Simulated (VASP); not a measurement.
# NaH (Pm-3m) in VASP: single point with LDA

Aim: the single point of NaH with LDA.

Program: VASP 6.6.1. These are calculated values, not measurements. Logs are shortened: lines on timing, memory, paths and dates and some standing lists are left out, and cuts for length are marked.

**1. Starting point**

It takes space group Pm-3m (No. 221, cubic). Conventional cell: a = 2.873 Å, b = 2.873 Å, c = 2.873 Å, α = 90.00°, β = 90.00°, γ = 90.00°. Around Na (site symmetry m-3m) lie 8 H at 2.49 Å. Around H (site symmetry m-3m) lie 8 Na at 2.49 Å.

The cell comes from a database or a generator and needn't be the stable form of this composition.

**2. Single point, LDA**

The input, INCAR:

```
SYSTEM = NaH
ALGO = Normal
EDIFF = 1E-7
ENCUT = 520
ISIF = 2
ISMEAR = 0
LASPH = .TRUE.
LCHARG = .FALSE.
LREAL = .FALSE.
LWAVE = .FALSE.
NBANDS = 11
NELM = 60
PREC = Accurate
SIGMA = 0.05
```

The input, KPOINTS:

```
k-points
0
G
  6 6 6
  0 0 0
```

The input, POSCAR:

```
NaH
1.0
    2.8734722898      0.0000000000      0.0000000000
    0.0000000000      2.8734722898      0.0000000000
    0.0000000000      0.0000000000      2.8734722898
Na H
1 1
Direct
    0.0000000000      0.0000000000      0.0000000000
    0.5000000000      0.5000000000      0.5000000000
```

Potentials or basis: VASP PAW LDA potentials, release 64 (Na_pv, H).

Run with:

```bash
> cat potpaw_LDA.64/Na_pv/POTCAR potpaw_LDA.64/H/POTCAR > POTCAR
> mpirun -np 1 vasp_std > vasp.out
```

OUTCAR:

```text
SYSTEM = NaH
   EDIFF = 1E-7
   ENCUT = 520
   ISIF = 2
   ISMEAR = 0
   LASPH = .TRUE.
   LREAL = .FALSE.
   NELM = 60
   PREC = Accurate

 ion  position               nearest neighbor table
   1  0.000  0.000  0.000-
   2  0.500  0.500  0.500-

  LATTYP: Found a simple cubic cell.
 ALAT       =     2.8734722898

  Lattice vectors:

 A1 = (   2.8734722898,   0.0000000000,   0.0000000000)
 A2 = (   0.0000000000,   2.8734722898,   0.0000000000)
 A3 = (   0.0000000000,   0.0000000000,   2.8734722898)

Analysis of symmetry for initial positions (statically):
=====================================================================
 Subroutine PRICEL returns:
 Original cell was already a primitive cell.

 Routine SETGRP: Setting up the symmetry group for a
 simple cubic supercell.

 Subroutine GETGRP returns: Found 48 space group operations
 (whereof 48 operations were pure point group operations)
 out of a pool of 48 trial point group operations.

The static configuration has the point symmetry O_h .

Analysis of symmetry for dynamics (positions and initial velocities):
=====================================================================
 Subroutine PRICEL returns:
 Original cell was already a primitive cell.

 Routine SETGRP: Setting up the symmetry group for a
 simple cubic supercell.

 Subroutine GETGRP returns: Found 48 space group operations
 (whereof 48 operations were pure point group operations)
 out of a pool of 48 trial point group operations.

The dynamic configuration has the point symmetry O_h .

 Subroutine INISYM returns: Found 48 space group operations
 (whereof 48 operations are pure point group operations),
 and found     1 'primitive' translations

----------------------------------------------------------------------------------------

                                     Primitive cell

  volume of cell :      23.7258

  direct lattice vectors                    reciprocal lattice vectors
     2.873472290  0.000000000  0.000000000     0.348011012  0.000000000  0.000000000
     0.000000000  2.873472290  0.000000000     0.000000000  0.348011012  0.000000000
     0.000000000  0.000000000  2.873472290     0.000000000  0.000000000  0.348011012

  length of vectors
     2.873472290  2.873472290  2.873472290     0.348011012  0.348011012  0.348011012

  position of ions in fractional coordinates (direct lattice)
     0.000000000  0.000000000  0.000000000
     0.500000000  0.500000000  0.500000000

  ion indices of the primitive-cell ions
   primitive index   ion index
                 1           1
                 2           2

----------------------------------------------------------------------------------------

 KPOINTS: k-points

Automatic generation of k-mesh.
 Grid dimensions read from file:
 generate k-points for:    6    6    6

 Generating k-lattice:

  Cartesian coordinates                     Fractional coordinates (reciprocal lattice)
     0.058001835  0.000000000  0.000000000     0.166666667  0.000000000  0.000000000
     0.000000000  0.058001835  0.000000000     0.000000000  0.166666667  0.000000000
     0.000000000  0.000000000  0.058001835     0.000000000  0.000000000  0.166666667

  Length of vectors
     0.058001835  0.058001835  0.058001835

  Shift w.r.t. Gamma in fractional coordinates (k-lattice)
     0.000000000  0.000000000  0.000000000

 Subroutine IBZKPT returns following result:
 ===========================================

 Found     20 irreducible k-points:

 Following reciprocal coordinates:
            Coordinates               Weight
  0.000000  0.000000  0.000000      1.000000
  0.166667  0.000000  0.000000      6.000000
  0.333333  0.000000  0.000000      6.000000
  0.500000  0.000000  0.000000      3.000000
  0.166667  0.166667  0.000000     12.000000
  0.333333  0.166667  0.000000     24.000000
[... 12 lines left out ...]
  0.500000  0.500000  0.333333      6.000000
  0.500000  0.500000  0.500000      1.000000
   k-points           NKPTS =     20   k-points in BZ     NKDIM =     20   number of bands    NBANDS=     11
   number of dos      NEDOS =    301   number of ions     NIONS =      2
   total plane-waves  NPLWV =  13824
   dimension x,y,z NGX =    24 NGY =   24 NGZ =   24
   dimension x,y,z NGXF=    48 NGYF=   48 NGZF=   48
   ions per type =               1   1
   NGX,Y,Z   is equivalent  to a cutoff of  13.89, 13.89, 13.89 a.u.
   NGXF,Y,Z  is equivalent  to a cutoff of  27.77, 27.77, 27.77 a.u.
 SYSTEM =  NaH
   PREC   = accura    normal or accurate (medium, high low for compatibility)
   ISTART =      0    job   : 0-new  1-cont  2-samecut
   ICHARG =      2    charge: 1-file 2-atom 10-const
   ISPIN  =      1    spin polarized calculation?
   LNONCOLLINEAR =      F non collinear calculations
   LSORBIT =      F    spin-orbit coupling
   LASPH  =      T    aspherical Exc in radial PAW
   ENCUT  =  520.0 eV  38.22 Ry    6.18 a.u.   5.34  5.34  5.34*2*pi/ulx,y,z
   NELM   =     60;   NELMIN=  2; NELMDL= -5     # of ELM steps
   EDIFF  = 0.1E-06   stopping-criterion for ELM
   LREAL  =      F    real-space projection
   EDIFFG = 0.1E-05   stopping-criterion for IOM
   NSW    =      0    number of steps for IOM
   IBRION =     -1    ionic relax: 0-MD 1-quasi-New 2-CG
   NFREE  =      0    steps in history (QN), initial steepest desc. (CG)
   ISIF   =      2    stress and relaxation
   ISYM   =      2    0-nonsym 1-usesym 2-fastsym
   POTIM  = 0.5000    time-step for ionic-motion
   TEBEG  =    0.0;   TEEND  =   0.0 temperature during run
   PSTRESS=    0.0 pullay stress
   NELECT =       8.0000    total number of electrons
   NUPDOWN=      -1.0000    fix difference up-down
   EMIN   =  10.00;   EMAX   =-10.00  energy-range for DOS
   EFERMI =   0.00;   METHOD = LEGACY
   ISMEAR =     0;   SIGMA  =   0.05  broadening in eV -4-tet -1-fermi 0-gaus
   EFERMI_NEDOS =   21; number of points for ismear=-14 and -15
   IALGO  =     38    algorithm
   IMIX   =      4    mixing-type and parameters
     AMIX     =   0.40;   BMIX     =  1.00
     AMIX_MAG =   1.60;   BMIX_MAG =  1.00
  volume/ion in A,a.u.               =      11.86        80.05
  Fermi-wavevector in a.u.,A,eV,Ry     =   1.139457  2.153261 17.665281  1.298361
  Thomas-Fermi vector in A             =   2.276160
   LORBIT       =      0    0 simple, 1 ext, 2 COOP (PROOUT), +10 PAW based schemes
   GGA     = CA    functional components
   LHFCALC =     F    Hartree Fock is set to
   AEXX    =    0.0000 exact exchange contribution
   IVDW    =     0    specifies the selected vdW correction
   LEPSILON=     F    determine dielectric tensor
   LRPA    =     F    only Hartree local field effects (RPA)
 non-spin polarized calculation
 Gauss-broadening in eV      SIGMA  =   0.05
  energy-cutoff  :      520.00
  volume of cell :       23.73
 maximum number of plane-waves:       656
 NGX is ok and might be reduce to    24
   NGX = 11   NGY = 11   NGZ = 11

 number of electron       8.0000003 magnetization

 Free energy of the ion-electron system (eV)
  ---------------------------------------------------
  ext. energy  EPLUGINS =         0.00000000
  ---------------------------------------------------
  free energy    TOTEN  =        -5.10475844 eV

  energy without entropy =       -5.10475844  energy(sigma->0) =       -5.10475844

 E-fermi :   2.0262     XC(G=0):  -8.9340

 val. band max:        1.7637218443   @ k =   0.5000   0.5000   0.5000
 cond. band min:       2.3173320061   @ k =   0.5000   0.0000   0.0000
 fundamental gap:      0.5536101618
 Fermi energy:         2.0262054199

 k-point     1 :       0.0000    0.0000    0.0000
  band No.  band energies     occupation
      1     -22.9843      2.00000
      2     -22.9843      2.00000
      3     -22.9843      2.00000
      4      -4.8418      2.00000
      5      10.9562      0.00000
      6      12.5220      0.00000
      7      12.5220      0.00000
      8      14.4139      0.00000
      9      14.4139      0.00000
     10      14.4139      0.00000
     11      28.0202      0.00000

 k-point     2 :       0.1667    0.0000    0.0000
  band No.  band energies     occupation
      1     -23.0447      2.00000
      2     -22.9791      2.00000
      3     -22.9791      2.00000
      4      -4.3737      2.00000
      5       8.0468      0.00000
      6      11.9034      0.00000
      7      13.0023      0.00000
      8      14.7435      0.00000
      9      14.7435      0.00000
     10      19.0191      0.00000
     11      24.9803      0.00000

 k-point     3 :       0.3333    0.0000    0.0000
  band No.  band energies     occupation
      1     -23.1636      2.00000
      2     -22.9687      2.00000
      3     -22.9687      2.00000
      4      -3.1126      2.00000
      5       4.2363      0.00000
      6      12.6320      0.00000
      7      14.3909      0.00000
      8      15.6517      0.00000
      9      15.6517      0.00000
     10      21.0488      0.00000
     11      21.6596      0.00000

 k-point     4 :       0.5000    0.0000    0.0000
  band No.  band energies     occupation
      1     -23.2221      2.00000
      2     -22.9634      2.00000
      3     -22.9634      2.00000
      4      -2.0578      2.00000
      5       2.3173      0.00000
      6      13.0724      0.00000
      7      15.8525      0.00000
      8      16.4241      0.00000
      9      16.4241      0.00000
     10      18.5823      0.00000
     11      20.0603      0.00000
[... 183 lines left out ...]
 k-point    18 :       0.5000    0.3333    0.3333
  band No.  band energies     occupation
      1     -23.1630      2.00000
      2     -23.1065      2.00000
      3     -23.0999      2.00000
      4       0.4211      2.00000
      5       6.0007      0.00000
      6       8.3200      0.00000
      7       9.3650      0.00000
      8      11.4859      0.00000
      9      12.8925      0.00000
     10      14.8701      0.00000
     11      21.2322      0.00000

 k-point    19 :       0.5000    0.5000    0.3333
  band No.  band energies     occupation
      1     -23.1539      2.00000
      2     -23.1539      2.00000
      3     -23.0956      2.00000
      4       1.0866      2.00000
      5       7.2060      0.00000
      6       7.2060      0.00000
      7       9.9650      0.00000
      8      10.0686      0.00000
      9      12.8959      0.00000
     10      12.8959      0.00000
     11      19.9269      0.00000

 k-point    20 :       0.5000    0.5000    0.5000
  band No.  band energies     occupation
      1     -23.1453      2.00000
      2     -23.1453      2.00000
      3     -23.1453      2.00000
      4       1.7637      2.00000
      5       8.3624      0.00000
      6       8.3624      0.00000
      7       8.3624      0.00000
      8      10.8186      0.00000
      9      10.8186      0.00000
     10      10.8186      0.00000
     11      18.5619      0.00000

------------------------ aborting loop because EDIFF is reached ----------------------------------------

  FORCE on cell =-STRESS in cart. coord.  units (eV):
  Direction    XX          YY          ZZ          XY          YZ          ZX
  --------------------------------------------------------------------------------------
  -------------------------------------------------------------------------------------
  Total       -0.0074511     -0.0074511     -0.0074511     -0.0000000      0.0000000     -0.0000000
  in kB       -0.5031641     -0.5031641     -0.5031641     -0.0000000      0.0000000     -0.0000000
  external PRESSURE =      -0.5031641 kB  Pullay stress =       0.0000000 kB

 VOLUME and BASIS-vectors are now :
 -----------------------------------------------------------------------------
  energy-cutoff  :      520.00
  volume of cell :       23.73
      direct lattice vectors                 reciprocal lattice vectors
     2.873472290  0.000000000  0.000000000     0.348011012  0.000000000  0.000000000
     0.000000000  2.873472290  0.000000000     0.000000000  0.348011012  0.000000000
     0.000000000  0.000000000  2.873472290     0.000000000  0.000000000  0.348011012

 POSITION                                       TOTAL-FORCE (eV/Angst)
 -----------------------------------------------------------------------------------
      0.00000      0.00000      0.00000         0.000000      0.000000      0.000000
      1.43674      1.43674      1.43674         0.000000      0.000000      0.000000
 -----------------------------------------------------------------------------------
    total drift:                                0.000000      0.000000      0.000000

  FREE ENERGIE OF THE ION-ELECTRON SYSTEM (eV)
  ---------------------------------------------------
  free  energy   TOTEN  =        -5.1047584355 eV

  energy  without entropy=       -5.1047584355  energy(sigma->0) =       -5.10475844
```

Run time: 5.4 s. Hardware: 1 thread of Intel Xeon Platinum 8375C at 2.90GHz (Ice Lake), shared host; peak memory 0.12 GiB.

Results:

| Item | Value |
| --- | --- |
| Free energy | -5.1048 eV |
| Pressure | -0.1 GPa |
| Band gap on the k mesh | 0.55 eV, indirect (least direct gap 4.38 eV) |
